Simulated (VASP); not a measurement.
Input of a VASP 6.6.1 run:

The input POSCAR:

```
AlP
1.0
    0.0000000000      2.7392607961      2.7392607961
    2.7392607961      0.0000000000      2.7392607961
    2.7392607961      2.7392607961      0.0000000000
Al P
1 1
Direct
    0.0000000000      0.0000000000      0.0000000000
    0.2500000000      0.2500000000      0.2500000000
```

INCAR.step1

```
SYSTEM = AlP
ALGO = Normal
EDIFF = 1E-5
ENCUT = 550
GGA = PE
GGA_COMPAT = .False.
ISMEAR = -1
LASPH = .True.
LCHARG = .False.
LREAL = .False.
LWAVE = .True.
NBANDS = 11
NELM = 120
PREC = Accurate
SIGMA = 0.02
```

File INCAR.step2:

```
SYSTEM = AlP
ALGO = Normal
EDIFF = 1E-6
ENCUT = 550
GGA_COMPAT = .False.
ISIF = 2
ISMEAR = -1
ISTART = 1
LASPH = .True.
LCHARG = .False.
LMIXTAU = .True.
LREAL = .False.
LWAVE = .False.
METAGGA = R2SCAN
NBANDS = 11
NELM = 120
PREC = Accurate
SIGMA = 0.02
```

File KPOINTS:

```
k-points
0
Gamma
  8 8 8
  0 0 0
```

Potentials or basis: VASP PAW PBE potentials, release 64 (Al, P).

The run is started by

```sh
$ cat potpaw_PBE.64/Al/POTCAR potpaw_PBE.64/P/POTCAR > POTCAR
$ cp INCAR.step1 INCAR
$ mpirun -np 1 vasp_std > vasp.out
$ cp INCAR.step2 INCAR
$ mpirun -np 1 vasp_std > vasp.out
```

Problem. Estimate the pressure.

Solution. -0.3 GPa.

Problem. Estimate the band gap on the k mesh.

Solution. 1.93 eV, indirect (least direct gap 3.91 eV).

Caveat: the PAW data sets were made with another functional, which shifts forces and pressure a little.

**Measured values to compare with.**

A printed reference work, data compilation reports, for a bulk crystal of AlP at 4.2 K: band gap 2.505 eV (indirect).

Measured gap of AlP: 2.505 eV (indirect; 4.2 K; a printed reference work, data compilation). This calculation gives 1.93 eV (-0.58 eV). The value is that of r2SCAN on a finite k mesh, which can miss the band edges, without temperature or zero-point motion.
